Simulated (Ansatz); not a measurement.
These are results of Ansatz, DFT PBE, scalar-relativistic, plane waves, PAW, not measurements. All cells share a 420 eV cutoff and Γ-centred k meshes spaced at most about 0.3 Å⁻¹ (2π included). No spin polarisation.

Temperature and zero-point effects are left out.

Compare these two cells of AlIn2As3, each relaxed at this level.

A.

```
CELL_PARAMETERS angstrom
3.68667 -6.39514 0.00000
3.68667 6.39514 0.00000
-2.44290 0.00000 6.95205
ATOMIC_POSITIONS crystal
Al 0.08048 0.92014 0.50076
Al 0.92014 0.08048 0.00076
In 0.41619 0.58432 0.49978
In 0.58432 0.41619 0.99978
In 0.24570 0.75384 0.00003
In 0.75384 0.24570 0.50003
As 0.44217 0.27302 0.61665
As 0.27302 0.44217 0.11665
As 0.81193 0.95970 0.64010
As 0.95970 0.81193 0.14010
As 0.12080 0.64171 0.61768
As 0.64171 0.12080 0.11768
```

B.

```
CELL_PARAMETERS angstrom
-2.12861 6.38704 3.01562
2.12861 -6.38704 3.01562
2.12861 6.38704 -3.01562
ATOMIC_POSITIONS crystal
Al 0.99935 0.99935 0.00000
In 0.33601 0.99991 0.33610
In 0.66380 0.99991 0.66390
As 0.92277 0.76385 0.15892
As 0.60493 0.76385 0.84108
As 0.22315 0.72315 0.50000
```

Problem. Which is lower in energy, and by how much?

Solution. They are level within the accuracy (2 meV/atom apart, with A the lower in these runs). A has Al and In ordered on zinc blende sites, space group Cc (No. 9), 27.3 Å³/atom and a gap of 0.19 eV on its mesh; B has Al and In ordered on zinc blende sites, space group Imm2 (No. 44), 27.3 Å³/atom and a gap of 0.13 eV. In A, Al is surrounded by 4 As at 2.48–2.51 Å; In on its first site is surrounded by 4 As at 2.66–2.69 Å; As on its first site is surrounded by 1 Al at 2.49 Å and 3 In at 2.66–2.67 Å; 3 more sites not described. In B, Al has 4 As at 2.48–2.52 Å; around In lie 4 As at 2.66–2.68 Å; As on a site of symmetry m has 1 Al at 2.48 Å and 3 In at 2.66–2.67 Å; 1 more site not described. Both come from invented guesses.

Kohn–Sham gaps at this level usually fall short of measured ones. Cells relaxed within their symmetry can be saddle points.
